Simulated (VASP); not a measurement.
# Al7InAs8 (F-43m) in VASP: further runs

One crystal, Al7InAs8, is run at these levels: PBEsol, HSE06; tasks: band structure.

Everything below comes from runs of VASP 6.6.1. Logs are shortened: lines on timing, memory, paths and dates and some standing lists are left out, and cuts for length are marked.

### Step 1. Starting point

It takes space group F-43m (No. 216, cubic). Conventional cell: a = 11.461 Å, b = 11.461 Å, c = 11.461 Å, α = 90.00°, β = 90.00°, γ = 90.00°. In (site symmetry -43m) has 4 As at 2.59 Å as nearest neighbours. Al (site symmetry 2mm) is surrounded by 4 As at 2.45 to 2.48 Å. Around Al (site symmetry -43m) lie 4 As at 2.48 Å. As (site symmetry 3m) is surrounded by 3 Al at 2.45 Å and 1 In at 2.59 Å. As (site symmetry 3m) has 4 Al at 2.48 Å as nearest neighbours.

The cell was built by a generator and needn't be a form met in nature.

### Step 2. Band structure, PBEsol

Input file INCAR:

```
SYSTEM = Al7InAs8
PREC = Accurate
ENCUT = 520
EDIFF = 1E-6
ISMEAR = 0
SIGMA = 0.03
LREAL = .False.
LASPH = .True.
NELM = 80
ALGO = Normal
ISIF = 2
LWAVE = .False.
LCHARG = .False.
GGA = PS
NBANDS = 51
ICORELEVEL = 1
KPAR = 4
```

Input file KPOINTS:

```
regular mesh
0
Gamma
  6 6 6
  0 0 0
```

Input file POSCAR:

```
Al7InAs8                                
1.0
    5.7304943960     -5.7304943960      0.0000000000
    5.7304943960     -0.0000000000      5.7304943960
    0.0000000000     -5.7304943960      5.7304943960
  In              Al              As            
     1     7     8
Direct
     0.5000000000000000    0.0000000000000000    0.0000000000000000
     0.5004261259107486    0.0004261259107486    0.4995738740892514
     0.5004261259107486    0.4995738740892514    0.0004261259107486
     0.5004261259107486    0.4995738740892514    0.4995738740892514
     0.9995738740892514    0.0004261259107486    0.0004261259107486
     0.9995738740892514    0.0004261259107486    0.4995738740892514
     0.9995738740892514    0.4995738740892514    0.0004261259107486
     0.0000000000000000    0.5000000000000000    0.5000000000000000
     0.3697408323541010    0.3907775029376969    0.8697408323541010
     0.3750051949794475    0.3749982683401818    0.3749982683401818
     0.3697408323541010    0.8697408323541010    0.8697408323541010
     0.3697408323541010    0.8697408323541010    0.3907775029376969
     0.8749982683401818    0.3749982683401818    0.8750051949794475
     0.8749982683401818    0.3749982683401818    0.3749982683401818
     0.8907775029376969    0.8697408323541010    0.8697408323541010
     0.8749982683401818    0.8750051949794475    0.3749982683401818
```

Input file KPOINTS_OPT:

```
explicit points
6
Reciprocal
 0.0000000000  0.0000000000  0.0000000000 1
 0.3750000000  0.3750000000  0.7500000000 1
 0.5000000000  0.5000000000  0.5000000000 1
 0.6250000000  0.2500000000  0.6250000000 1
 0.5000000000  0.2500000000  0.7500000000 1
 0.5000000000  0.0000000000  0.5000000000 1
```

Potentials or basis: VASP PAW PBE potentials, release 64 (In_d, Al, As).

Launch:

```console
cat potpaw_PBE.64/In_d/POTCAR potpaw_PBE.64/Al/POTCAR potpaw_PBE.64/As/POTCAR > POTCAR
mpirun -np 4 vasp_std > vasp.out
```

OUTCAR:

```text
SYSTEM = Al7InAs8
   PREC = Accurate
   ENCUT = 520
   EDIFF = 1E-6
   ISMEAR = 0
   LREAL = .False.
   LASPH = .True.
   NELM = 80
   ISIF = 2
   GGA = PS

 ion  position               nearest neighbor table
   1  0.500  0.000  0.000-  11 2.59   9 2.59  12 2.59  15 2.59
   2  0.500  0.000  0.500-  12 2.45  11 2.45  10 2.48  16 2.48
   3  0.500  0.500  0.000-   9 2.45  11 2.45  10 2.48  13 2.48
   4  0.500  0.500  0.500-   9 2.45  12 2.45  14 2.48  10 2.48
   5  1.000  0.000  0.000-  15 2.45  11 2.45  13 2.48  16 2.48
   6  1.000  0.000  0.500-  12 2.45  15 2.45  14 2.48  16 2.48
[... 8 lines left out ...]
  15  0.891  0.870  0.870-   5 2.45   6 2.45   7 2.45   1 2.59
  16  0.875  0.875  0.375-   2 2.48   5 2.48   6 2.48   8 2.48

  LATTYP: Found a face centered cubic cell.
 ALAT       =    11.4609887920

  Lattice vectors:

 A1 = (   5.7304943960,  -5.7304943960,   0.0000000000)
 A2 = (   5.7304943960,   0.0000000000,   5.7304943960)
 A3 = (   0.0000000000,  -5.7304943960,   5.7304943960)

Analysis of symmetry for initial positions (statically):
=====================================================================
 Subroutine PRICEL returns:
 Original cell was already a primitive cell.

 Routine SETGRP: Setting up the symmetry group for a
 face centered cubic supercell.

 Subroutine GETGRP returns: Found 24 space group operations
 (whereof  4 operations were pure point group operations)
 out of a pool of 48 trial point group operations.

The static configuration has the point symmetry C_2v.
 The point group associated with its full space group is T_d .

Analysis of symmetry for dynamics (positions and initial velocities):
=====================================================================
 Subroutine PRICEL returns:
 Original cell was already a primitive cell.

 Routine SETGRP: Setting up the symmetry group for a
 face centered cubic supercell.

 Subroutine GETGRP returns: Found 24 space group operations
 (whereof  4 operations were pure point group operations)
 out of a pool of 48 trial point group operations.

The dynamic configuration has the point symmetry C_2v.
 The point group associated with its full space group is T_d .

 Subroutine INISYM returns: Found 24 space group operations
 (whereof  4 operations are pure point group operations),
 and found     1 'primitive' translations

----------------------------------------------------------------------------------------

                                     Primitive cell
[... 144 lines left out ...]
  volume of cell :      376.36
 maximum number of plane-waves:     10190
   NGX = 31   NGY = 31   NGZ = 31

 number of electron      73.9999994 magnetization

 Free energy of the ion-electron system (eV)
  ---------------------------------------------------
  ext. energy  EPLUGINS =         0.00000000
  ---------------------------------------------------
  free energy    TOTEN  =       -78.83551232 eV

  energy without entropy =      -78.83551232  energy(sigma->0) =      -78.83551232

 the core state eigenenergies are
   1-  1s -27739.2604  2s  -4145.7966  2p  -3719.7769  3s   -779.7203  3p   -640.2747
       3d   -423.9481  4s   -110.9874  4p    -69.4582
   2-  1s  -1501.9444  2s    -99.1701  2p    -60.6288
   3-  1s  -1501.9444  2s    -99.1701  2p    -60.6288
   4-  1s  -1501.9444  2s    -99.1701  2p    -60.6288
   5-  1s  -1501.9444  2s    -99.1701  2p    -60.6288
   6-  1s  -1501.9444  2s    -99.1701  2p    -60.6288
   7-  1s  -1501.9444  2s    -99.1701  2p    -60.6288
   8-  1s  -1502.0703  2s    -99.2673  2p    -60.7274
   9-  1s -11707.2473  2s  -1475.8715  2p  -1292.6913  3s   -179.8992  3p   -123.2812
       3d    -30.3199
  10-  1s -11707.3783  2s  -1475.9931  2p  -1292.8144  3s   -180.0000  3p   -123.3811
       3d    -30.4167
  11-  1s -11707.2473  2s  -1475.8715  2p  -1292.6913  3s   -179.8992  3p   -123.2812
       3d    -30.3199
  12-  1s -11707.2473  2s  -1475.8715  2p  -1292.6913  3s   -179.8992  3p   -123.2812
       3d    -30.3199
  13-  1s -11707.3783  2s  -1475.9931  2p  -1292.8144  3s   -180.0000  3p   -123.3811
       3d    -30.4167
  14-  1s -11707.3783  2s  -1475.9931  2p  -1292.8144  3s   -180.0000  3p   -123.3811
       3d    -30.4167
  15-  1s -11707.2473  2s  -1475.8715  2p  -1292.6913  3s   -179.8992  3p   -123.2812
       3d    -30.3199
  16-  1s -11707.3783  2s  -1475.9931  2p  -1292.8144  3s   -180.0000  3p   -123.3811
       3d    -30.4167

 E-fermi :   3.9676     XC(G=0):  -9.1767

 val. band max:        3.8254224485   @ k =   0.0000   0.0000   0.0000
 cond. band min:       5.1604013872   @ k =   0.0000   0.0000   0.0000
 fundamental gap:      1.3349789387
 Fermi energy:         3.9676440377

 k-point     1 :       0.0000    0.0000    0.0000
  band No.  band energies     occupation
      1     -10.1361      2.00000
      2     -10.1361      2.00000
      3     -10.1361      2.00000
      4      -9.9800      2.00000
      5      -9.9800      2.00000
      6      -8.0286      2.00000
[... 821 lines left out ...]
     48       7.8607      0.00000
     49       8.0768      0.00000
 [bands above 49 left out]

------------------------ aborting loop because EDIFF is reached ----------------------------------------

  FORCE on cell =-STRESS in cart. coord.  units (eV):
  Direction    XX          YY          ZZ          XY          YZ          ZX
  --------------------------------------------------------------------------------------
  -------------------------------------------------------------------------------------
  Total        0.0014854      0.0014854      0.0014854     -0.0000000      0.0000000     -0.0000000
  in kB        0.0063232      0.0063232      0.0063232     -0.0000000      0.0000000     -0.0000000
  external PRESSURE =       0.0063232 kB  Pullay stress =       0.0000000 kB

 VOLUME and BASIS-vectors are now :
 -----------------------------------------------------------------------------
  energy-cutoff  :      520.00
  volume of cell :      376.36
      direct lattice vectors                 reciprocal lattice vectors
     5.730494396 -5.730494396  0.000000000     0.087252507 -0.087252507 -0.087252507
     5.730494396  0.000000000  5.730494396     0.087252507  0.087252507  0.087252507
     0.000000000 -5.730494396  5.730494396    -0.087252507 -0.087252507  0.087252507

 POSITION                                       TOTAL-FORCE (eV/Angst)
 -----------------------------------------------------------------------------------
      2.86525     -2.86525      0.00000        -0.000000      0.000000     -0.000000
      2.87013     -5.73049      2.86525         0.000878      0.000000     -0.000000
      5.73049     -2.87013      2.86525        -0.000000     -0.000878     -0.000000
      5.73049     -5.73049      5.72561        -0.000000      0.000000     -0.000878
      5.73049     -5.73049      0.00488        -0.000000      0.000000      0.000878
      5.73049     -8.59086      2.86525        -0.000000      0.000878     -0.000000
[... 8 lines left out ...]
     10.08864    -10.08864      9.96809        -0.001284      0.001284      0.001284
     10.02839     -7.16310      7.16314        -0.002439     -0.002439     -0.002439
 -----------------------------------------------------------------------------------
    total drift:                                0.000001     -0.000001      0.000001

  FREE ENERGIE OF THE ION-ELECTRON SYSTEM (eV)
  ---------------------------------------------------
  free  energy   TOTEN  =       -78.8355123186 eV

  energy  without entropy=      -78.8355123186  energy(sigma->0) =      -78.83551232
```

Run time: 73 s. Hardware: 4 MPI ranks of Intel Xeon 6975P-C (Granite Rapids), shared host; peak memory 0.65 GiB.

Results:

* Free energy: -78.8355 eV
* Pressure: 0.0 GPa
* Largest force: 0.004 eV/Å
* Band gap on the k mesh: 1.33 eV, direct
* Band gap along the path: 1.33 eV, direct

Forces on the atoms (eV/Å):
```
In   0.000  0.000  0.000
Al   0.001  0.000  0.000
Al   0.000 -0.001  0.000
Al   0.000  0.000 -0.001
Al   0.000  0.000  0.001
Al   0.000  0.001  0.000
Al  -0.001  0.000  0.000
Al   0.000  0.000  0.000
As  -0.001 -0.001 -0.001
As  -0.002  0.002  0.002
As   0.001 -0.001  0.001
As   0.001  0.001 -0.001
As   0.002  0.002 -0.002
As   0.002 -0.002  0.002
As  -0.001  0.001  0.001
As  -0.002 -0.002 -0.002
```

Levels at points of the mesh, in eV from the valence-band top:
```tsv
k point	band 33	band 34	band 35	band 36	band 37	band 38	band 39	band 40	band 41	band 42
(0.00, 0.00, 0.00)	-0.74	-0.74	0.00	0.00	0.00	1.33	1.33	1.33	1.53	1.64
(0.50, 0.00, 0.00)	-1.56	-0.61	-0.61	-0.37	-0.37	2.24	2.28	2.30	2.33	2.33
(0.50, 0.50, 0.00)	-1.33	-1.11	-0.92	-0.79	-0.79	2.37	2.45	3.10	3.10	3.17
```

Core levels (eV, on the scale of the bands):
| atom | levels |
| --- | --- |
| 1 In | 1s -27739.3, 2s -4145.8, 2p -3719.8, 3s -779.7, 3p -640.3, 3d -423.9, 4s -111.0, 4p -69.5 |
| 2 Al | 1s -1501.9, 2s -99.2, 2p -60.6 |
| 3 Al | 1s -1501.9, 2s -99.2, 2p -60.6 |
| 4 Al | 1s -1501.9, 2s -99.2, 2p -60.6 |
| 5 Al | 1s -1501.9, 2s -99.2, 2p -60.6 |
| 6 Al | 1s -1501.9, 2s -99.2, 2p -60.6 |

Caveat: the PAW data sets were made with another functional, which shifts forces and pressure a little; spin-orbit coupling is left out, which moves the levels of the heavy elements.

### Step 3. Band structure, HSE06

POSCAR is that of step 2.

Input file INCAR.step1:

```
SYSTEM = Al7InAs8
ALGO = Normal ; EDIFF = 1E-5
ENCUT = 520 ; GGA = PE
ISIF = 2 ; ISMEAR = 0
LASPH = .TRUE. ; LCHARG = .FALSE.
LREAL = .FALSE. ; LWAVE = .TRUE.
NBANDS = 51 ; NELM = 80
PREC = Accurate ; SIGMA = 0.03
```

Input file INCAR.step2:

```
SYSTEM = Al7InAs8
ALGO = Normal ; EDIFF = 1E-7
ENCUT = 520 ; GGA = PE
HFSCREEN = 0.2 ; ISIF = 2
ISMEAR = 0 ; ISTART = 1
LASPH = .TRUE. ; LCHARG = .FALSE.
LHFCALC = .TRUE. ; LREAL = .FALSE.
LWAVE = .FALSE. ; NBANDS = 51
NELM = 80 ; PREC = Accurate
PRECFOCK = Fast ; SIGMA = 0.03
```

Input file KPOINTS:

```
k-points
0
G
  2 2 2
  0 0 0
```

KPOINTS_OPT is that of step 2.

Potentials or basis: VASP PAW PBE potentials, release 64 (In_d, Al, As).

Launch:

```console
cat potpaw_PBE.64/In_d/POTCAR potpaw_PBE.64/Al/POTCAR potpaw_PBE.64/As/POTCAR > POTCAR
cp INCAR.step1 INCAR
mpirun -np 4 vasp_std > vasp.out
cp INCAR.step2 INCAR
mpirun -np 4 vasp_std > vasp.out
```

OUTCAR:

```text
SYSTEM = Al7InAs8
   EDIFF = 1E-7
   ENCUT = 520
   GGA = PE
   HFSCREEN = 0.2
   ISIF = 2
   ISMEAR = 0
   ISTART = 1
   LASPH = .TRUE.
   LHFCALC = .TRUE.
   LREAL = .FALSE.
   NELM = 80
   PREC = Accurate
   PRECFOCK = Fast

 ion  position               nearest neighbor table
   1  0.500  0.000  0.000-  11 2.59   9 2.59  12 2.59  15 2.59
   2  0.500  0.000  0.500-  12 2.45  11 2.45  10 2.48  16 2.48
   3  0.500  0.500  0.000-   9 2.45  11 2.45  10 2.48  13 2.48
   4  0.500  0.500  0.500-   9 2.45  12 2.45  14 2.48  10 2.48
   5  1.000  0.000  0.000-  15 2.45  11 2.45  13 2.48  16 2.48
   6  1.000  0.000  0.500-  12 2.45  15 2.45  14 2.48  16 2.48
[... 8 lines left out ...]
  15  0.891  0.870  0.870-   5 2.45   6 2.45   7 2.45   1 2.59
  16  0.875  0.875  0.375-   2 2.48   5 2.48   6 2.48   8 2.48

  LATTYP: Found a face centered cubic cell.
 ALAT       =    11.4609887920

  Lattice vectors:

 A1 = (   5.7304943960,  -5.7304943960,   0.0000000000)
[... 197 lines left out ...]
 cond. band min:       5.5862117282   @ k =   0.0000   0.0000   0.0000
 fundamental gap:      2.0983696676
 Fermi energy:         3.6366780881

 k-point     1 :       0.0000    0.0000    0.0000
  band No.  band energies     occupation
      1     -12.2386      2.00000
      2     -12.2386      2.00000
      3     -12.2386      2.00000
      4     -12.0842      2.00000
      5     -12.0842      2.00000
      6      -9.5523      2.00000
[... 145 lines left out ...]
     48       9.8595      0.00000
     49       9.8624      0.00000
 [bands above 49 left out]

------------------------ aborting loop because EDIFF is reached ----------------------------------------

  FORCE on cell =-STRESS in cart. coord.  units (eV):
  Direction    XX          YY          ZZ          XY          YZ          ZX
  --------------------------------------------------------------------------------------
  -------------------------------------------------------------------------------------
  Total        0.3460108      0.3460108      0.3460108      0.0000000     -0.0000000     -0.0000000
  in kB        1.4729701      1.4729701      1.4729701      0.0000000     -0.0000000     -0.0000000
  external PRESSURE =       1.4729701 kB  Pullay stress =       0.0000000 kB

 VOLUME and BASIS-vectors are now :
 -----------------------------------------------------------------------------
  energy-cutoff  :      520.00
  volume of cell :      376.36
      direct lattice vectors                 reciprocal lattice vectors
     5.730494396 -5.730494396  0.000000000     0.087252507 -0.087252507 -0.087252507
     5.730494396  0.000000000  5.730494396     0.087252507  0.087252507  0.087252507
     0.000000000 -5.730494396  5.730494396    -0.087252507 -0.087252507  0.087252507

 POSITION                                       TOTAL-FORCE (eV/Angst)
 -----------------------------------------------------------------------------------
      2.86525     -2.86525      0.00000        -0.000000     -0.000000     -0.000000
      2.87013     -5.73049      2.86525        -0.039991     -0.000000     -0.000000
      5.73049     -2.87013      2.86525        -0.000000      0.039991     -0.000000
      5.73049     -5.73049      5.72561        -0.000000     -0.000000      0.039991
      5.73049     -5.73049      0.00488        -0.000000     -0.000000     -0.039991
      5.73049     -8.59086      2.86525        -0.000000     -0.039991     -0.000000
[... 8 lines left out ...]
     10.08864    -10.08864      9.96809         0.011230     -0.011230     -0.011230
     10.02839     -7.16310      7.16314         0.006449      0.006449      0.006449
 -----------------------------------------------------------------------------------
    total drift:                               -0.000003      0.000000     -0.000003

  FREE ENERGIE OF THE ION-ELECTRON SYSTEM (eV)
  ---------------------------------------------------
  free  energy   TOTEN  =       -85.3185029211 eV

  energy  without entropy=      -85.3185029211  energy(sigma->0) =      -85.31850292
```

OUTCAR.step1:

```text
SYSTEM = Al7InAs8
   EDIFF = 1E-5
   ENCUT = 520
   GGA = PE
   ISIF = 2
   ISMEAR = 0
   LASPH = .TRUE.
   LREAL = .FALSE.
[... 403 lines left out ...]
      5.73049     -8.59086      2.86525         0.000000     -0.013474      0.000000
[... 8 lines left out ...]
     10.08864    -10.08864      9.96809         0.060242     -0.060242     -0.060242
     10.02839     -7.16310      7.16314         0.009234      0.009234      0.009234
 -----------------------------------------------------------------------------------
    total drift:                                0.000001     -0.000001      0.000001

  FREE ENERGIE OF THE ION-ELECTRON SYSTEM (eV)
  ---------------------------------------------------
  free  energy   TOTEN  =       -72.2768208502 eV

  energy  without entropy=      -72.2768208502  energy(sigma->0) =      -72.27682085
```

Wall time 10 min (4 MPI ranks of Intel Xeon Platinum 8488C (Sapphire Rapids), shared host); peak memory 0.48 GiB.

Results:

```
Free energy             : -85.3185 eV
Pressure                : 0.1 GPa
Largest force           : 0.040 eV/Å
Band gap on the k mesh  : 2.10 eV, direct
Band gap along the path : 2.10 eV, direct
```

Forces in eV/Å, atoms in the order of the input:
```
In   0.000  0.000  0.000
Al  -0.040  0.000  0.000
Al   0.000  0.040  0.000
Al   0.000  0.000  0.040
Al   0.000  0.000 -0.040
Al   0.000 -0.040  0.000
Al   0.040  0.000  0.000
Al   0.000  0.000  0.000
As   0.011  0.011  0.011
As   0.006 -0.006 -0.006
As  -0.011  0.011 -0.011
As  -0.011 -0.011  0.011
As  -0.006 -0.006  0.006
As  -0.006  0.006 -0.006
As   0.011 -0.011 -0.011
As   0.006  0.006  0.006
```

Caveat: the k mesh is coarse (spacing up to 0.47 Å⁻¹), so the values aren't converged, least of all with exact exchange; the PAW data sets were made with another functional, which shifts forces and pressure a little; spin-orbit coupling is left out, which moves the levels of the heavy elements.
